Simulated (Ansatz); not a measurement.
# Sn: band structure with PBEsol

The system is Sn.

```xyz
1
Lattice="-1.8947 1.8947 1.8947 1.8947 -1.8947 1.8947 1.8947 1.8947 -1.8947" Properties=species:S:1:pos:R:3 pbc="T T T"
Sn    0.0000    0.0000    0.0000
```

This isn't the form of Sn at room conditions, which is tetragonal (white tin).

```
Program             : Ansatz 0.2.0
Task                : band structure
Functional          : PBEsol
Potentials or basis : all-electron LAPW, inner shells corrected to Dirac's equation
Cutoff              : 171 eV (chosen from the basis error)
Basis error allowed : 0.001 eV/atom
k mesh              : 10 × 10 × 10
Occupations         : fermi-dirac, width 0.05 eV
Spin                : no spin polarisation
```

```yaml
Pressure: -2.2 GPa
Band_gap_along_the_path: none (metal or under the smearing width)
```

Levels at the corners of the path, in eV from the Fermi level:
```
point  band 9  band 10  band 11  band 12  band 13  band 14
    Γ  -21.30   -11.06     7.98     7.98     7.98    12.13
    H  -21.24    -2.47    -0.44    -0.44    -0.44     3.87
    N  -21.22    -6.39    -4.39     3.63     5.46     7.97
    Γ  -21.30   -11.06     7.98     7.98     7.98    12.13
    P  -21.31    -5.12    -1.42    -1.42    -1.42    17.86
    H  -21.24    -2.47    -0.44    -0.44    -0.44     3.87
```

Wall time 2.7 s on 1 thread of Intel(R) Xeon(R) 6975P-C (Granite Rapids) (shared host), peak memory 0.28 GiB.

Caveat: spin-orbit coupling is left out, which moves the levels of the heavy elements.
